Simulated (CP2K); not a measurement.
Runs of CP2K 2026.2 on Ti. It takes space group Im-3m (No. 229, cubic). Conventional cell: a = 3.282 Å, b = 3.282 Å, c = 3.282 Å, α = 90.00°, β = 90.00°, γ = 90.00°. Ti (site symmetry m-3m) has 8 Ti at 2.84 Å as nearest neighbours. This isn't the form of Ti at room conditions, which is hcp.

```csv
level,potentials or basis,smearing,EPS_DEFAULT,NGRIDS,basis sets,potentials,points a segment of the path (NPOINTS),gap on the mesh (eV),pressure (GPa)
PBEsol,POTENTIAL_UZH Ti GTH-PBE-q12; TZVP-MOLOPT-PBE-GTH basis,fermi-dirac 0.05 eV,1.0E-9,4,Ti TZVP-MOLOPT-PBE-GTH-q12,Ti GTH-PBE-q12 of POTENTIAL_UZH,8,none,(a)
LDA,GTH_POTENTIALS Ti GTH-PADE-q12; TZVP-MOLOPT-PBE-GTH basis,fermi-dirac 0.1 eV,1.0E-9,5,Ti TZVP-MOLOPT-PBE-GTH-q12,Ti GTH-PADE-q12 of GTH_POTENTIALS,10,none,-10.2
r2SCAN,POTENTIAL_UZH Ti GTH-SCAN-q12; TZVP-MOLOPT-SCAN-GTH basis,fermi-dirac 0.05 eV,1.0E-10,5,Ti TZVP-MOLOPT-SCAN-GTH-q12,Ti GTH-SCAN-q12 of POTENTIAL_UZH,8,none,-2.5
PBE,POTENTIAL_UZH Ti GTH-PBE-q12; TZVP-MOLOPT-PBE-GTH basis,fermi-dirac 0.05 eV,1.0E-9,5,Ti TZVP-MOLOPT-PBE-GTH-q12,Ti GTH-PBE-q12 of POTENTIAL_UZH,10,none,-2.5
```

Alike in all rows: task band structure; no spin polarisation; cell as given; k mesh 11 × 11 × 11.

Q: Fill in the values left out.

A: (a) -6.6.

Caveats: the basis of atomic orbitals isn't converged, which shifts pressures, moduli and gaps; the potentials were made for another functional, which shifts forces and pressure (some runs).

A gap of «none» marks a metal or a gap under the smearing width.
